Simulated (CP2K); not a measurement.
# In (P6_3/mmc) in CP2K: settings compared

Aim: see how the results for In move with the level of theory and the settings. Levels: PBEsol, PBE. Tasks: single point.

All numbers are computed with CP2K 2026.2; they aren't measurements. Logs are shortened: lines on timing, memory, paths and dates and some standing lists are left out, and cuts for length are marked.

## (1) The structure

Symmetry: P6_3/mmc, No. 194, hexagonal system. Conventional cell: a = 3.335 Å, b = 3.335 Å, c = 5.509 Å, α = 90.00°, β = 90.00°, γ = 120.00°. In (site symmetry -6m2) is surrounded by 12 In at 3.34 to 3.36 Å.

This isn't the form of In at room conditions, which is tetragonal.

## (2) Single point, PBEsol

File in_scf.inp:

```
&GLOBAL
  PROJECT in_scf
  RUN_TYPE ENERGY_FORCE
  PRINT_LEVEL LOW
&END GLOBAL
&FORCE_EVAL
  METHOD QS
  STRESS_TENSOR ANALYTICAL
  &DFT
    BASIS_SET_FILE_NAME BASIS_MOLOPT_UZH
    POTENTIAL_FILE_NAME POTENTIAL_UZH
    &MGRID
      CUTOFF 450
      REL_CUTOFF 60
      NGRIDS 4
    &END MGRID
    &QS
      METHOD GPW
      EPS_DEFAULT 1.0E-10
    &END QS
    &KPOINTS
      SCHEME MONKHORST-PACK 9 9 5
      GAMMA_CENTERED T
      SYMMETRY T
      SYMMETRY_BACKEND SPGLIB
    &END KPOINTS
    &SCF
      SCF_GUESS ATOMIC
      EPS_SCF 1.0E-6
      MAX_SCF 100
      ADDED_MOS 10
      CHOLESKY OFF
      EPS_EIGVAL 1.0E-7
      &DIAGONALIZATION ON
        ALGORITHM STANDARD
      &END DIAGONALIZATION
      &MIXING ON
        METHOD BROYDEN_MIXING
        ALPHA 0.4
        BETA 1.5
        NBUFFER 8
      &END MIXING
      &SMEAR ON
        METHOD GAUSSIAN
        SIGMA [eV] 0.02
      &END SMEAR
    &END SCF
    &XC
      &XC_FUNCTIONAL
        &GGA_X_PBE_SOL
        &END GGA_X_PBE_SOL
        &GGA_C_PBE_SOL
        &END GGA_C_PBE_SOL
      &END XC_FUNCTIONAL
    &END XC
    &PRINT
      &KPOINTS ON
      &END KPOINTS
      &MULLIKEN ON
      &END MULLIKEN
      &MO ON
        ENERGIES T
        OCCUPATION_NUMBERS T
        &EACH
          QS_SCF 0
        &END EACH
        ADD_LAST NUMERIC
      &END MO
      &LOWDIN ON
      &END LOWDIN
      &HIRSHFELD ON
        SHAPE_FUNCTION DENSITY
      &END HIRSHFELD
      &E_DENSITY_CUBE ON
        STRIDE 1
      &END E_DENSITY_CUBE
      &V_HARTREE_CUBE ON
        STRIDE 1
      &END V_HARTREE_CUBE
      &ELF_CUBE ON
        STRIDE 1
      &END ELF_CUBE
    &END PRINT
  &END DFT
  &SUBSYS
    &CELL
      A 3.3354847820 0.0000000000 0.0000000000
      B -1.6677423910 2.8886145552 0.0000000000
      C 0.0000000000 0.0000000000 5.5091429200
      PERIODIC XYZ
    &END CELL
    &COORD
      SCALED
      In  0.6666666667 0.3333333333 0.7500000000
      In  0.3333333333 0.6666666667 0.2500000000
    &END COORD
    &KIND In
      BASIS_SET TZVP-MOLOPT-PBE-GTH-q13
      POTENTIAL GTH-PBE-q13
    &END KIND
    &PRINT
      &ATOMIC_COORDINATES ON
      &END ATOMIC_COORDINATES
      &CELL ON
      &END CELL
    &END PRINT
  &END SUBSYS
  &PRINT
    &FORCES ON
    &END FORCES
    &STRESS_TENSOR ON
    &END STRESS_TENSOR
  &END PRINT
&END FORCE_EVAL
```

Potentials or basis: POTENTIAL_UZH In GTH-PBE-q13; TZVP-MOLOPT-PBE-GTH basis.

Launch:

```sh
> OMP_NUM_THREADS=1 cp2k.psmp -i in_scf.inp -o in_scf.out
```

in_scf.out:

```text

 CP2K| version string:                                       CP2K version 2026.2
 CP2K| Input file name                                                in_scf.inp

 GLOBAL| Force Environment number                                              1
 GLOBAL| Basis set file name                                    BASIS_MOLOPT_UZH
 GLOBAL| Potential file name                                       POTENTIAL_UZH
 GLOBAL| MM Potential file name                                     MM_POTENTIAL
 GLOBAL| Coordinate file name                                      __STD_INPUT__
 GLOBAL| Method name                                                        CP2K
 GLOBAL| Project name                                                     in_scf
 GLOBAL| Run type                                                   ENERGY_FORCE
 GLOBAL| FFT library                                                       FFTW3
 GLOBAL| Diagonalization library                                       ScaLAPACK
 GLOBAL| Cholesky decomposition library                                ScaLAPACK
 GLOBAL| DGEMM library                                                      BLAS
 GLOBAL| Direct generalized diagonalization requested                          F
 GLOBAL| Matrix multiplication library                                 ScaLAPACK
 GLOBAL| Global print level                                                  LOW
 GLOBAL| Total number of message passing processes                             1
 GLOBAL| Number of threads for this process                                    1
 GLOBAL| CPU model name                                                  UNKNOWN

 CELL| Volume [angstrom^3]:                                            53.080206
 CELL| Vector a [angstrom]:       3.335     0.000     0.000   |a| =     3.335485
 CELL| Vector b [angstrom]:      -1.668     2.889     0.000   |b| =     3.335485
 CELL| Vector c [angstrom]:       0.000     0.000     5.509   |c| =     5.509143
 CELL| Angle (b,c), alpha [degree]:                                    90.000000
 CELL| Angle (a,c), beta  [degree]:                                    90.000000
 CELL| Angle (a,b), gamma [degree]:                                   120.000000
 CELL| Numerically orthorhombic:                                              NO
 CELL| Periodicity                                                           XYZ

 CELL_REF| Volume [angstrom^3]:                                        53.080206
 CELL_REF| Vector a [angstrom     3.335     0.000     0.000   |a| =     3.335485
 CELL_REF| Vector b [angstrom    -1.668     2.889     0.000   |b| =     3.335485
 CELL_REF| Vector c [angstrom     0.000     0.000     5.509   |c| =     5.509143
 CELL_REF| Angle (b,c), alpha [degree]:                                90.000000
 CELL_REF| Angle (a,c), beta  [degree]:                                90.000000
 CELL_REF| Angle (a,b), gamma [degree]:                               120.000000
 CELL_REF| Numerically orthorhombic:                                          NO
 CELL_REF| Periodicity                                                       XYZ

[... 8 lines left out ...]
 TOTAL NUMBERS AND MAXIMUM NUMBERS

  Total number of            - Atomic kinds:                                   1
                             - Atoms:                                          2
                             - Shell sets:                                     2
                             - Shells:                                        20
                             - Primitive Cartesian functions:                 12
                             - Cartesian basis functions:                     80
                             - Spherical basis functions:                     68
[... 125 lines left out ...]
  Fermi energy:                                                 0.24602120017738

  Total energy:                                              -112.45296854349139
  Total energy (extrapolated to sigma->0):                   -112.45296840340846

 MO| EIGENVALUES AND OCCUPATION NUMBERS FOR K POINT 1
 MO|
 MO|  Index      Eigenvalue [a.u.]        Eigenvalue [eV]             Occupation
 MO|      1              -0.292996              -7.972814               2.000000
 MO|      2              -0.292469              -7.958495               2.000000
 MO|      3              -0.290871              -7.915013               2.000000
 MO|      4              -0.290105              -7.894157               2.000000
 MO|      5              -0.285463              -7.767856               2.000000
 MO|      6              -0.281973              -7.672872               2.000000
[... 403 lines left out ...]
 MO|     22               0.758795              20.647857               0.000000
 MO|     23               0.882681              24.018966               0.000000
 MO| Sum:                                                              26.000000
 MO| E(Fermi):            0.246021 a.u.          6.694577 eV
 MO| Band gap:            0.038915 a.u.          1.058939 eV

 [... the levels of further k-points ...]

 The electron density is written in Cube    file format to the file:

 in_scf-ELECTRON_DENSITY-1_0.cube

 !-----------------------------------------------------------------------------!
                     Mulliken Population Analysis

 #  Atom  Element  Kind  Atomic population                           Net charge
       1     In       1         13.000006                             -0.000006
       2     In       1         12.999994                              0.000006
 # Total charge                             26.000000                 -0.000000

 !-----------------------------------------------------------------------------!

 !-----------------------------------------------------------------------------!
                           Hirshfeld Charges

  #Atom  Element  Kind  Ref Charge     Population                    Net charge
      1       In     1      13.000         13.000                        -0.000
      2       In     1      13.000         13.000                        -0.000

  Total Charge                                                           -0.000
 !-----------------------------------------------------------------------------!

 LOWDIN POPULATION ANALYSIS

 #  Atom  Element  Kind  Atomic population                           Net charge
       1     In       1         13.000000                             -0.000000
       2     In       1         13.000000                              0.000000
 # Total charge                             26.000000                  0.000000

               ----- ELF is computed on the real space grid -----

 ELF is written in Cube    file format to the file:

 in_scf-ELF_S1-1_0.cube

 ENERGY| Total FORCE_EVAL ( QS ) energy [hartree]           -112.452968691317608

 FORCES| Atomic forces [hartree/bohr]
 FORCES|   Atom     x               y               z               |f|
 FORCES|      1  4.95812761E-09 -7.45426084E-09  6.00306119E-09   1.07789507E-08
 FORCES|      2 -4.95816059E-09  7.45462952E-09 -6.00265673E-09   1.07789956E-08
 FORCES| Sum    -3.29840343E-14  3.68683146E-13  4.04464932E-13
 FORCES| Total atomic force                                       5.48276472E-13

 STRESS| Analytical stress tensor [bar]
 STRESS|                        x                   y                   z
 STRESS|      x       -6.57734664907E+03   8.65336760271E-02  -9.13518086831E-04
 STRESS|      y        8.65336760271E-02  -6.57686164001E+03  -5.79150071840E-04
 STRESS|      z       -9.13518086831E-04  -5.79150071840E-04  -2.22030754467E+04
 STRESS| 1/3 Trace                                            -1.17857612453E+04
 STRESS| Determinant                                          -9.60467273326E+11

 STRESS| Eigenvectors and eigenvalues of the analytical stress tensor [bar]
 STRESS|                        1                   2                   3
 STRESS| Eigenvalues  -2.22030754467E+04  -6.57736162565E+03  -6.57684666343E+03
 STRESS|      x           0.000000058462      0.985351267730      0.170537031703
 STRESS|      y           0.000000037062     -0.170537031703      0.985351267730
 STRESS|      z           1.000000000000     -0.000000051285     -0.000000046489
```

Run time: 1.7 min. Hardware: 1 thread of Arm Neoverse V2, shared host; peak memory 0.4 GiB.

What came out:

- Free energy: -3060.0009 eV
- Pressure: -1.2 GPa
- Band gap on the k mesh: none (metal or under the smearing width)

Caveat: the potentials were made for another functional, which shifts forces and pressure; the basis of atomic orbitals isn't converged, which shifts pressures, moduli and gaps.

## (3) Single point, PBE

in_scf.inp, as its differences from that of step 2:

```diff
@@ -44,3 +44,3 @@
         METHOD GAUSSIAN
-        SIGMA [eV] 0.02
+        SIGMA [eV] 0.1
       &END SMEAR
@@ -48,7 +48,3 @@
     &XC
-      &XC_FUNCTIONAL
-        &GGA_X_PBE_SOL
-        &END GGA_X_PBE_SOL
-        &GGA_C_PBE_SOL
-        &END GGA_C_PBE_SOL
+      &XC_FUNCTIONAL PBE
       &END XC_FUNCTIONAL
```

Potentials or basis: POTENTIAL_UZH In GTH-PBE-q13; TZVP-MOLOPT-PBE-GTH basis.

Launch:

```sh
> OMP_NUM_THREADS=1 cp2k.psmp -i in_scf.inp -o in_scf.out
```

Run time: 1.7 min. Hardware: 1 thread of Arm Neoverse V2, shared host; peak memory 0.4 GiB.

Results (log left out):

* Free energy: -3065.1225 eV
* Pressure: 1.8 GPa
* Band gap on the k mesh: none (metal or under the smearing width)

Stress tensor (GPa, compression positive):
```
1.93 0.00 0.00
0.00 1.93 0.00
0.00 0.00 1.41
```

Levels at points of the mesh, in eV from the Fermi level:
```
           k point  band 9  band 10  band 11  band 12  band 13  band 14  band 15  band 16  band 17  band 18
(0.00, 0.00, 0.00)  -14.45   -14.45    -9.54    -4.50    -3.44     8.33     8.33    10.19    10.19    10.35
```

Caveat: the basis of atomic orbitals isn't converged, which shifts pressures, moduli and gaps.
